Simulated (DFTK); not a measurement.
Crystal: Cl.

```xyz
4
Lattice="3.1450 -2.2500 0.0000 3.1450 2.2500 0.0000 0.0000 0.0000 8.2100" Properties=species:S:1:pos:R:3 pbc="T T T"
Cl    3.1450    0.5850    3.2840
Cl    3.1450    1.6650    7.3890
Cl    3.1450   -0.5850    4.9260
Cl    3.1450   -1.6650    0.8210
```

Base run:

* Program: DFTK 0.8.2
* Functional: LDA
* Potentials or basis: cp2k.nc.sr.lda.v0_1.semicore.gth (LDA, GTH)
* Cutoff: 952 eV
* k mesh: 5 × 5 × 3
* Occupations: fermi-dirac, width 0.05 eV
* Spin: no spin polarisation

Its results: band gap on the k mesh 2.33 eV, indirect (least direct gap 2.38 eV); largest force 0.333 eV/Å.

Question: The run is repeated on the same cell with these changes: functional from LDA to PBEsol; potentials or basis from cp2k.nc.sr.lda.v0_1.semicore.gth (LDA, GTH) to SG15 1.2 (PBE). What comes out?

Answer: Band gap on the k mesh 2.44 eV, indirect (least direct gap 2.49 eV); largest force 0.188 eV/Å.

Caveats: the potentials were made for another functional, which shifts forces and pressure (some runs).

Not every run made on this cell is shown here.
